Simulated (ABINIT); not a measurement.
# PbF2 (Fluorocronite) (Fm-3m) in ABINIT: settings compared

Aim: see how the results for PbF2 (Fluorocronite) move with the level of theory and the settings. Levels: PBEsol, RPBE. Tasks: band structure.

Program: ABINIT 10.8.3 (patched build). These are calculated values, not measurements. Logs are shortened: lines on timing, memory, paths and dates and some standing lists are left out, and cuts for length are marked. The log counts tension as positive stress, the text compression.

## Step 1: The structure

Symmetry: Fm-3m, No. 225, cubic system. The conventional cell has a = 5.927 Å, b = 5.927 Å, c = 5.927 Å, α = 90.00°, β = 90.00°, γ = 90.00°. Around Pb (site symmetry m-3m) lie 8 F at 2.57 Å. Around F (site symmetry -43m) lie 4 Pb at 2.57 Å.

## Step 2: Band structure, PBEsol

Contents of run.abi:

```
# Datasets: ground state, then fixed potential
ndtset 2

# Pseudopotentials
pp_dirpath "./"
pseudos "Pb.GGA_PBE-JTH_sp.xml, F.GGA_PBE-JTH.xml"

# Structure
acell 3*1.0
rprim
     0.0000000000     5.6005057265     5.6005057265
     5.6005057265     0.0000000000     5.6005057265
     5.6005057265     5.6005057265     0.0000000000
ntypat 2
znucl 82 9
natom 3
typat 1 2 2
xred
     0.0000000000     0.0000000000     0.0000000000
     0.7500000000     0.7500000000     0.7500000000
     0.2500000000     0.2500000000     0.2500000000

# Plane-wave basis
ecut 625.861884 eV
pawecutdg 45.0

# Exchange and correlation
ixc -116133

# Bands and occupations
occopt 3
tsmear 0.05 eV

# SCF cycle
nstep 100

# Output
iomode 3
prtwf 0
prteig 0
prtebands 0
prtden1 1
prtvha1 1
prtvclmb1 1
prtpot1 1

# Dataset 1
kptopt1 1
ngkpt1 8 8 8
nshiftk1 1
shiftk1 0.0 0.0 0.0
nband1 13
tolvrs1 1.0e-9

# Dataset 2: bands along G-X-W-K-G-L-U-W-L-K
iscf2 -2
getden2 1
nband2 19
nbdbuf2 4
tolwfr2 1.0e-11
kptopt2 -9
ndivsm2 8
prteig2 1
prtvol2 -3
kptbounds2
     0.0000000000     0.0000000000     0.0000000000
     0.5000000000     0.0000000000     0.5000000000
     0.5000000000     0.2500000000     0.7500000000
     0.3750000000     0.3750000000     0.7500000000
     0.0000000000     0.0000000000     0.0000000000
     0.5000000000     0.5000000000     0.5000000000
     0.6250000000     0.2500000000     0.6250000000
     0.5000000000     0.2500000000     0.7500000000
     0.5000000000     0.5000000000     0.5000000000
     0.3750000000     0.3750000000     0.7500000000
```

Potentials or basis: JTH PAW PBE v2.0 sp.

On the command line:

```
$ abinit run.abi > log 2>&1
```

run.abo:

```text
.Version 10.8.3 of ABINIT
 DATASET    1 : space group Fm -3 m (#225); Bravais cF (face-center cubic)
================================================================================
 Values of the parameters that define the memory need for DATASET  1.
     intxc =       0    ionmov =       0      iscf =      17    lmnmax =      13
     lnmax =       5     mgfft =      36  mpssoang =       3    mqgrid =    3001
     natom =       3  nloc_mem =       2    nspden =       1   nspinor =       1
    nsppol =       1      nsym =      48    n1xccc =       1    ntypat =       2
    occopt =       3   xclevel =       2
       mpw =        1880          nfft =       46656          nkpt =          29
 PAW method is used; the additional fine FFT grid is defined by:
   mgfftf=        48    nfftf =    110592
================================================================================
================================================================================

 DATASET    2 : space group Fm -3 m (#225); Bravais cF (face-center cubic)
================================================================================
 Values of the parameters that define the memory need for DATASET  2.
     intxc =       0    ionmov =       0      iscf =      -2    lmnmax =      13
     lnmax =       5     mgfft =      36  mpssoang =       3    mqgrid =    3001
     natom =       3  nloc_mem =       2    nspden =       1   nspinor =       1
    nsppol =       1      nsym =      48    n1xccc =       1    ntypat =       2
    occopt =       3   xclevel =       2
       mpw =        1880          nfft =       46656          nkpt =         139
 PAW method is used; the additional fine FFT grid is defined by:
   mgfftf=        48    nfftf =    110592
================================================================================
================================================================================

--------------------------------------------------------------------------------
------------- Echo of variables that govern the present computation ------------
--------------------------------------------------------------------------------
 -outvars: echo values of preprocessed input variables --------
            acell      1.0000000000E+00  1.0000000000E+00  1.0000000000E+00 Bohr
              amu      2.07200000E+02  1.89984032E+01
             ecut      2.30000000E+01 Hartree
           getden1          0
           getden2          1
             iscf1         17
             iscf2         -2
              ixc     -116133
           jdtset        1    2
           kptopt1          1
           kptopt2         -9
         kptrlatt        8    0    0      0    8    0      0    0    8
          kptrlen1     6.33624892E+01
          kptrlen2     3.00000000E+01
            natom           3
            nband1         13
            nband2         19
           nbdbuf1          0
           nbdbuf2          4
[... 1445 lines left out ...]

 ----iterations are completed or convergence reached----

 Mean square residual over all n,k,spin=   42.177E-13; max=  99.892E-13
 reduced coordinates (array xred) for    3 atoms
       0.000000000000      0.000000000000      0.000000000000
       0.750000000000      0.750000000000      0.750000000000
       0.250000000000      0.250000000000      0.250000000000

 cartesian coordinates (angstrom) at end:
    1      0.00000000000000     0.00000000000000     0.00000000000000
    2      4.44548999697745     4.44548999697745     4.44548999697745
    3      1.48182999899248     1.48182999899248     1.48182999899248
 length scales=  1.000000000000  1.000000000000  1.000000000000 bohr
              =  0.529177210544  0.529177210544  0.529177210544 angstroms
 Eigenvalues (hartree) for nkpt= 139  k points:
 kpt#   1, nband= 19, wtk=  1.00000, kpt=  0.0000  0.0000  0.0000 (reduced coord)
  -0.85074   -0.82674   -0.25776   -0.17338   -0.17338   -0.17338   -0.15152   -0.15152
  -0.15152    0.16235    0.16235    0.16235    0.30382    0.34239    0.34239    0.36836
   0.36836    0.36836    0.57961
 kpt#   2, nband= 19, wtk=  1.00000, kpt=  0.0217  0.0000  0.0217 (reduced coord)
  -0.85069   -0.82676   -0.25818   -0.17364   -0.17364   -0.17322   -0.15139   -0.15139
  -0.15112    0.16124    0.16259    0.16259    0.30547    0.34223    0.34248    0.36826
   0.36839    0.36839    0.57730
 kpt#   3, nband= 19, wtk=  1.00000, kpt=  0.0435  0.0000  0.0435 (reduced coord)
  -0.85055   -0.82682   -0.25943   -0.17440   -0.17440   -0.17273   -0.15103   -0.15103
  -0.14997    0.15808    0.16329    0.16329    0.31020    0.34176    0.34273    0.36795
   0.36846    0.36846    0.56374
 kpt#   4, nband= 19, wtk=  1.00000, kpt=  0.0652  0.0000  0.0652 (reduced coord)
  -0.85031   -0.82691   -0.26143   -0.17560   -0.17560   -0.17192   -0.15047   -0.15047
  -0.14811    0.15328    0.16444    0.16444    0.31741    0.34110    0.34316    0.36743
   0.36857    0.36857    0.55218
 kpt#   5, nband= 19, wtk=  1.00000, kpt=  0.0870  0.0000  0.0870 (reduced coord)
[... 525 lines left out ...]
  -0.08258    0.11795    0.15323    0.20263    0.27704    0.34927    0.35850    0.36949
   0.37137    0.41220    0.53994
 kpt# 137, nband= 19, wtk=  1.00000, kpt=  0.3929  0.3929  0.7143 (reduced coord)
  -0.83691   -0.83434   -0.31788   -0.20900   -0.20014   -0.16003   -0.14451   -0.13675
  -0.08264    0.11616    0.15398    0.20328    0.27205    0.35092    0.35735    0.37005
   0.37154    0.41231    0.54198
 kpt# 138, nband= 19, wtk=  1.00000, kpt=  0.3839  0.3839  0.7321 (reduced coord)
  -0.83715   -0.83398   -0.31880   -0.20976   -0.20165   -0.15778   -0.14354   -0.13608
  -0.08276    0.11304    0.15654    0.20378    0.26781    0.35247    0.35600    0.37056
   0.37173    0.41239    0.54632
 kpt# 139, nband= 19, wtk=  1.00000, kpt=  0.3750  0.3750  0.7500 (reduced coord)
  -0.83746   -0.83360   -0.31945   -0.21024   -0.20293   -0.15566   -0.14269   -0.13576
  -0.08302    0.10918    0.16028    0.20410    0.26437    0.35387    0.35455    0.37101
   0.37194    0.41245    0.54772

== END DATASET(S) ==============================================================
================================================================================

 -outvars: echo values of variables after computation  --------
            acell      1.0000000000E+00  1.0000000000E+00  1.0000000000E+00 Bohr
           etotal1    -5.2440466178E+01
            fcart1     4.6951766129E-32 -4.6951766129E-32 -1.7215647581E-31
                       1.4085529839E-31  4.6951766129E-32  1.0955412097E-31
                      -1.8780706452E-31  5.4738221263E-48  6.2602354838E-32
            rprim      0.0000000000E+00  5.6005057265E+00  5.6005057265E+00
                       5.6005057265E+00  0.0000000000E+00  5.6005057265E+00
                       5.6005057265E+00  5.6005057265E+00  0.0000000000E+00
           strten1     7.5928442008E-05  7.5928442008E-05  7.5928442008E-05
                       0.0000000000E+00  0.0000000000E+00  0.0000000000E+00
           xangst      0.0000000000E+00  0.0000000000E+00  0.0000000000E+00
                       4.4454899970E+00  4.4454899970E+00  4.4454899970E+00
                       1.4818299990E+00  1.4818299990E+00  1.4818299990E+00
             xred      0.0000000000E+00  0.0000000000E+00  0.0000000000E+00
                       7.5000000000E-01  7.5000000000E-01  7.5000000000E-01
                       2.5000000000E-01  2.5000000000E-01  2.5000000000E-01
 Calculation completed.
```

Wall time 1.7 min (1 thread of Arm Neoverse V2, shared host); peak memory 0.19 GiB.

What came out:

```yaml
Free_energy: -1426.9778 eV
Pressure: -2.2 GPa
Band_gap_on_the_k_mesh: 4.27 eV, indirect (least direct gap 4.44 eV)
Band_gap_along_the_path: 4.27 eV, indirect (least direct gap 4.44 eV)
Valence_electrons_inside_the_program's_atomic_spheres: Pb 2.36; F 5.60
```

Levels at the corners of the path, in eV from the valence-band top:
| point | band 5 | band 6 | band 7 | band 8 | band 9 | band 10 | band 11 | band 12 | band 13 | band 14 |
| --- | --- | --- | --- | --- | --- | --- | --- | --- | --- | --- |
| Γ | -2.49 | -2.49 | -1.90 | -1.90 | -1.90 | 6.64 | 6.64 | 6.64 | 10.49 | 11.54 |
| X | -3.53 | -1.50 | -1.50 | -1.45 | -0.17 | 4.27 | 7.80 | 7.80 | 8.65 | 11.41 |
| W | -2.65 | -2.65 | -1.51 | -1.44 | 0.00 | 5.94 | 5.94 | 7.41 | 9.71 | 11.74 |
| K | -3.30 | -2.01 | -1.66 | -1.47 | -0.03 | 5.19 | 6.59 | 7.78 | 9.42 | 11.85 |
| Γ | -2.49 | -2.49 | -1.90 | -1.90 | -1.90 | 6.64 | 6.64 | 6.64 | 10.49 | 11.54 |
| L | -2.63 | -2.63 | -2.14 | -2.14 | -0.01 | 4.96 | 7.54 | 7.54 | 11.38 | 11.38 |
| U | -3.30 | -2.01 | -1.66 | -1.47 | -0.03 | 5.19 | 6.59 | 7.78 | 9.42 | 11.85 |
| W | -2.65 | -2.65 | -1.51 | -1.44 | 0.00 | 5.94 | 5.94 | 7.41 | 9.71 | 11.74 |
| L | -2.63 | -2.63 | -2.14 | -2.14 | -0.01 | 4.96 | 7.54 | 7.54 | 11.38 | 11.38 |
| K | -3.30 | -2.01 | -1.66 | -1.47 | -0.03 | 5.19 | 6.59 | 7.78 | 9.42 | 11.85 |

Caveat: the PAW data sets were made with another functional, which shifts forces and pressure a little; spin-orbit coupling is left out, which as a rule narrows the gap of such compounds by several tenths of an eV; this set keeps more shells in the core, which shifts pressures and gaps. PBEsol gaps usually lie below the measured ones, often by a third to a half.

## Step 3: Band structure, RPBE

run.abi: that of step 2 with these lines changed.

```diff
@@ -5,3 +5,3 @@
 pp_dirpath "./"
-pseudos "Pb.GGA_PBE-JTH_sp.xml, F.GGA_PBE-JTH.xml"
+pseudos "Pb.GGA_PBE-JTH.xml, F.GGA_PBE-JTH.xml"
 
@@ -23,3 +23,3 @@
 # Plane-wave basis
-ecut 625.861884 eV
+ecut 23.0
 pawecutdg 45.0
@@ -27,3 +27,3 @@
 # Exchange and correlation
-ixc -116133
+ixc 15
 
@@ -31,3 +31,3 @@
 occopt 3
-tsmear 0.05 eV
+tsmear 0.00183747
 
@@ -42,5 +42,2 @@
 prtden1 1
-prtvha1 1
-prtvclmb1 1
-prtpot1 1
 
@@ -51,3 +48,3 @@
 shiftk1 0.0 0.0 0.0
-nband1 13
+nband1 18
 tolvrs1 1.0e-9
@@ -57,3 +54,3 @@
 getden2 1
-nband2 19
+nband2 24
 nbdbuf2 4
```

Potentials or basis: JTH PAW PBE v2.0.

On the command line:

```
$ abinit run.abi > log 2>&1
```

Run time: 3 min. Hardware: 1 thread of Arm Neoverse V2, shared host; peak memory 0.21 GiB.

The run converged. Its results:

```yaml
Free_energy: -2993.1453 eV
Pressure: 5.7 GPa
Band_gap_on_the_k_mesh: 4.55 eV, indirect (least direct gap 4.68 eV)
Band_gap_along_the_path: 4.55 eV, indirect (least direct gap 4.68 eV)
Valence_electrons_inside_the_program's_atomic_spheres: Pb 11.25; F 5.63
```

Levels at the corners of the path, in eV from the valence-band top:
| point | band 12 | band 13 | band 14 | band 15 | band 16 | band 17 |
| --- | --- | --- | --- | --- | --- | --- |
| Γ | -1.97 | -1.97 | -1.97 | 6.88 | 6.88 | 6.88 |
| X | -1.55 | -1.55 | -0.14 | 4.55 | 7.99 | 7.99 |
| W | -1.62 | -1.49 | 0.00 | 6.17 | 6.17 | 7.65 |
| K | -1.70 | -1.57 | -0.03 | 5.44 | 6.81 | 7.97 |
| Γ | -1.97 | -1.97 | -1.97 | 6.88 | 6.88 | 6.88 |
| L | -2.13 | -2.13 | -0.04 | 5.18 | 7.75 | 7.75 |
| U | -1.70 | -1.57 | -0.03 | 5.44 | 6.81 | 7.97 |
| W | -1.62 | -1.49 | 0.00 | 6.17 | 6.17 | 7.65 |
| L | -2.13 | -2.13 | -0.04 | 5.18 | 7.75 | 7.75 |
| K | -1.70 | -1.57 | -0.03 | 5.44 | 6.81 | 7.97 |

Caveat: the PAW data sets were made with another functional, which shifts forces and pressure a little; spin-orbit coupling is left out, which as a rule narrows the gap of such compounds by several tenths of an eV.
